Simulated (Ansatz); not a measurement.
# MoS2: the cost of one run

Program: Ansatz 0.2.0. Level of theory: DFT LDA+D3(BJ), scalar-relativistic, plane waves, PAW. These are calculated values, not measurements.

### 1 Starting point

Symmetry: P6_3/mmc, No. 194, hexagonal system. Conventional cell: a = 3.085 Å, b = 3.085 Å, c = 11.481 Å, α = 90.00°, β = 90.00°, γ = 120.00°. Mo (site symmetry -6m2) is surrounded by 6 S at 2.37 Å. S (site symmetry 3m) has 3 Mo at 2.37 Å in its first shell of neighbours.

Structure file:

```cif
data_structure
_symmetry_space_group_name_H-M 'P6_3/mmc'
_symmetry_Int_Tables_number 194
_cell_length_a 3.0848
_cell_length_b 3.0848
_cell_length_c 11.4814
_cell_angle_alpha 90.000
_cell_angle_beta 90.000
_cell_angle_gamma 120.000
_cell_volume 94.62
loop_
_atom_site_label
_atom_site_type_symbol
_atom_site_symmetry_multiplicity
_atom_site_Wyckoff_symbol
_atom_site_fract_x
_atom_site_fract_y
_atom_site_fract_z
_atom_site_occupancy
Mo1 Mo 2 c 0.33333 0.66667 0.25000 1
S1 S 4 f 0.33333 0.66667 0.61424 1
```

This cell was relaxed beforehand with the same method: volume 15.77 Å³/atom, gap on the mesh 0.41 eV.

### 2 Plan of the line

The energy is mapped over a normal mode and a strain (zone-centre modes of the cell shown) (x along [1 0 0], y along [1 2 0], z along [0 0 1] of the conventional cell).

- amplitude of mode 4 (53 cm⁻¹), largest displacement in the unstrained cell: 7 values from −0.526 to 0.526 Å
- equal normal strain along x, y and z: 7 values from −2.50 to 2.50 %

Nothing else is relaxed (the pattern is fixed in fractional coordinates). Energies count from the relaxed high-symmetry cell. Points are written as (first, second).

The modes come from a phonon run on the reference cell, made beforehand.

Displacement patterns for an amplitude of 1 (Å):

```tsv
atom	x1	y1	z1
Mo1	1.000	0.000	0.000
Mo2	-1.000	0.000	0.000
S3	-0.990	0.000	0.000
S4	0.990	0.000	0.000
S5	-0.990	0.000	0.000
S6	0.990	0.000	0.000
```

### 3 The run at (−0.175 Å, −2.50 %)

input.yaml reads:

```yaml
crystal:
  lattice:
    - [3.0076337876, 0.0, 0.0]
    - [-1.5038168938, 2.6046872654, 0.0]
    - [0.0, 0.0, 11.194356561]
  atoms:
    - { symbol: Mo, position: [0.2765054374, 0.6666666667, 0.25] }
    - { symbol: Mo, position: [0.7234945626, 0.3333333333, 0.75] }
    - { symbol: S, position: [0.3895689124, 0.6666666667, 0.6142432848] }
    - { symbol: S, position: [0.6104310876, 0.3333333333, 0.1142432848] }
    - { symbol: S, position: [0.3895689124, 0.6666666667, 0.8857567152] }
    - { symbol: S, position: [0.6104310876, 0.3333333333, 0.3857567152] }
basis:
  ecutwfc: 420
kpoints:
  mp_grid: { grid: [12, 12, 4] }
hamiltonian:
  xc: lda
  pseudopotentials: { kind: paw, azcp: { folder: soft_1 } }
  dispersion: d3bj
scf:
  occupations: { method: gaussian, width: 0.05 }
output:
  forces: true
  stress: true
  eigenvalues: true
```

Command:

```
> ansatz run input.yaml --threads 2 --pin off --max-ram 4096MiB --backend cpu --events-out ev --progress --plain --runs-dir out
```

Q: Estimate wall time and peak memory on 2 threads of Arm Neoverse N1, shared host.

About 32 s, with a peak of 0.65 GiB.
